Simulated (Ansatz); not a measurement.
The calculation used DFT PBE, scalar-relativistic, plane waves, PAW (Ansatz). Settings: cutoff 420 eV, Γ-centred meshes spaced at most about 0.3 Å⁻¹, and about 0.25 Å⁻¹ or finer for metals (2π included), Gaussian smearing. No spin polarisation.

These are static total energies at zero pressure.

Two forms of SiMo3 were relaxed alike.

A.

```yaml
crystal:
  lattice:
    - [3.25310, 0.00000, 0.00000]
    - [0.00000, 3.25310, 0.00000]
    - [0.00000, 0.00000, 5.68486]
  atoms:
    - { symbol: Si, position: [0.00000, 0.00000, 0.00000] }
    - { symbol: Mo, position: [0.50000, 0.50000, 0.23509] }
    - { symbol: Mo, position: [0.50000, 0.50000, 0.76490] }
    - { symbol: Mo, position: [0.00000, 0.00000, 0.50000] }
```

B.

```yaml
crystal:
  lattice:
    - [4.90645, 0.00000, 0.00000]
    - [0.00000, 4.90645, 0.00000]
    - [0.00000, 0.00000, 4.90645]
  atoms:
    - { symbol: Si, position: [0.50000, 0.50000, 0.50000] }
    - { symbol: Si, position: [0.00000, 0.00000, 0.00000] }
    - { symbol: Mo, position: [0.00000, 0.50000, 0.25000] }
    - { symbol: Mo, position: [0.00000, 0.50000, 0.75000] }
    - { symbol: Mo, position: [0.50000, 0.75000, 0.00000] }
    - { symbol: Mo, position: [0.50000, 0.25000, 0.00000] }
    - { symbol: Mo, position: [0.75000, 0.00000, 0.50000] }
    - { symbol: Mo, position: [0.25000, 0.00000, 0.50000] }
```

**Question.** Which would you expect to be lower, and how large is the difference?

**Answer.** B is lower, by 255 meV/atom. A has space group P4/mmm (No. 123), 15.0 Å³/atom and no gap on its mesh; B has the A15 type, space group Pm-3n (No. 223), 14.8 Å³/atom and no gap. Counting Mo atoms around Si (those within 1.25 times the shortest such distance or 1.15 times the sum of covalent radii), A has Si 10 and B has Si 12. Origin: A, invented; B, reached from a cell as deposited in COD, among other starts.

Cells relaxed within their symmetry can be saddle points.
